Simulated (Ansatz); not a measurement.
The system is Mn2As.

```xyz
6
Lattice="3.7690 0.0000 0.0000 0.0000 3.7690 0.0000 0.0000 0.0000 6.2780" Properties=species:S:1:pos:R:3 pbc="T T T"
As    0.0000    1.8845    4.6143
As    1.8845    0.0000    1.6637
Mn    0.0000    1.8845    2.0717
Mn    1.8845    0.0000    4.2063
Mn    1.8845    1.8845    0.0000
Mn    0.0000    0.0000    0.0000
```

- Program: Ansatz 0.2.0
- Task: relaxation of cell and atoms
- Functional: PBEsol
- Potentials or basis: Ansatz PAW
- Cutoff: 420 eV (not typed: the program's choice for these potentials)
- k mesh: 7 × 7 × 5
- Occupations: fermi-dirac, width 0.05 eV
- Spin: collinear spin, ferromagnetic start
- Starting moments: [0.0, 0.0, 4.0, 4.0, 4.0, 4.0] μB

At the start: volume 14.86 Å³/atom.

Question: How do energy, volume and symmetry change on relaxing?

Answer: It ends after 6 steps and the volume is 13.06 Å³/atom (-12.2 %); space group P4/nmm (No. 129, to 0.05 Å); moment 9.73 μB per cell.

The path:
| step | energy change (eV) | largest force (eV/Å) | volume (Å³) |
| --- | --- | --- | --- |
| 1 | 0.0000 | 0.3943 | 89.18 |
| 2 | -0.5552 | 0.4626 | 79.77 |
| 3 | -0.6142 | 0.0500 | 77.35 |
| 4 | -0.6275 | 0.0258 | 78.30 |
| 5 | -0.6275 | 0.0052 | 78.34 |
| 6 | -0.6248 | 0.0054 | 78.34 |

Final structure:
```
As Mn
1.0
     3.54355    0.00000    0.00000
     0.00000    3.54355    0.00000
     0.00000    0.00000    6.23893
As Mn
2 4
Direct
  0.00000 0.50000 0.73725
  0.50000 0.00000 0.26275
  0.00000 0.50000 0.35308
  0.50000 0.00000 0.64692
  0.50000 0.50000 0.00000
  0.00000 0.00000 0.00000
```

Caveat: the plane-wave basis is chosen anew once the cell has moved, so the energies of steps on either side of that aren't comparable; only a ferromagnetic start was run, and an antiferromagnetic order may lie lower in energy; the PAW data sets come from PBE, with cores solved anew for the run's functional, which leaves a small shift of forces and pressure.
